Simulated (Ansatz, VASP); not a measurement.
Li: VASP beside Ansatz

The input INCAR:

```
SYSTEM = Li
PREC = Accurate ; ENCUT = 600
EDIFF = 1E-6 ; ISMEAR = 0
SIGMA = 0.1 ; LREAL = .False.
LASPH = .True. ; NELM = 100
ALGO = Normal ; ISIF = 3
LWAVE = .False. ; LCHARG = .False.
GGA = CA ; IBRION = 2
NSW = 100 ; EDIFFG = -0.005
```

KPOINTS

```
regular mesh
0
Gamma
  18 18 10
  0 0 0
```

The input POSCAR:

```
Li
1.0
    2.9893038133      0.0000000000      0.0000000000
   -1.4946519067      2.5888130420      0.0000000000
    0.0000000000      0.0000000000      4.9034198196
Li
2
Direct
    0.3333333333      0.6666666667      0.2500000000
    0.6666666667      0.3333333333      0.7500000000
```

Input for Ansatz:

```yaml
crystal:
  lattice:
    - [2.9893038133, 0.0, 0.0]
    - [-1.4946519067, 2.588813042, 0.0]
    - [0.0, 0.0, 4.9034198196]
  atoms:
    - { symbol: Li, position: [0.3333333333, 0.6666666667, 0.25] }
    - { symbol: Li, position: [0.6666666667, 0.3333333333, 0.75] }
basis:
  ecutwfc: 420
kpoints:
  mp_grid: { grid: [18, 18, 10] }
hamiltonian:
  xc: lda
scf:
  occupations: { method: gaussian, width: 0.1 }
output:
  forces: true
  stress: true
  eigenvalues: true
relax:
  adjacent_minimum: "off"
  f_tol: 0.005
  max_steps: 80
  cell: { stress_tol: 0.05 }
```

This isn't the form of Li at room conditions, which is bcc.

Alike in both runs: task relaxation of cell and atoms; functional LDA; k mesh 18 × 18 × 10; occupations gaussian, width 0.1 eV; no spin polarisation.

|  | VASP | Ansatz |
| --- | --- | --- |
| version | VASP 6.6.1 | Ansatz 0.2.0 |
| potentials or method | VASP PAW LDA potentials, release 64 (Li_sv) | scalar-relativistic, plane waves, PAW |
| plane-wave cutoff (eV) | 600 | 420 |
| valence electrons in the cell | 6 | 6 |

```csv
,VASP,Ansatz,Ansatz less VASP
"gap on the k mesh at the Fermi level, each at its own relaxed structure (eV)",none,none,-
relaxed volume (Å³/atom),18.79,18.97,+0.187
relaxed cell length with the largest relative difference (Å),2.978,2.989,+0.0108
```

A gap of «none» marks a metal or a gap that the smearing closes.

Caveats: the cutoff is under 1.25 times the usual one of these potentials, so pressure, stress and relaxed cells hold a basis-set (Pulay) error (VASP). LDA usually gives volumes a few per cent too small. Zero-point motion and thermal expansion aren't in these numbers.
